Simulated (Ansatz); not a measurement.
Wurtzite BeO, treated with LDA (plane waves, PAW; Ansatz, a quantum-chemistry and plane-wave program).

Settings: plane-wave cutoff 520 eV, 18×18×8 k mesh (along the axes of the cell as run), Fermi–Dirac smearing 0.01 eV, scalar-relativistic PAW data made under PBE.

Equation-of-state points:

```
V (Å³/atom)  E − E_lowest (meV/atom)
-----------  -----------------------
6.389                           8.22
6.522                           1.99
6.655                           0.00
6.788                           1.86
6.921                           7.24
```

Task: Estimate the bulk modulus and its pressure derivative from these points.

Result: V0 = 6.655 Å³/atom, B0 = 232 GPa, B′ = 3.7 (fit to the energies at full precision).

Shape and atoms are relaxed at each volume.

Measured, for comparison: bulk modulus 212 GPa (room temperature, not corrected to a static lattice, K' fixed at 4, our sources range from 212 to 224; as tabulated in High-pressure and high-temperature crystal chemistry of beryllium oxide (Scilit …). Computed (rounded) less measured: bulk modulus +9 % (+4 % to +9 % over the range). A static lattice is as a rule a little smaller and stiffer than an uncorrected measurement, which narrows the difference in the bulk modulus and would widen misses of the other sign.

Note: the bulk modulus comes from volumes at which shape and atoms were relaxed.

Static lattice: no zero-point or thermal effects.
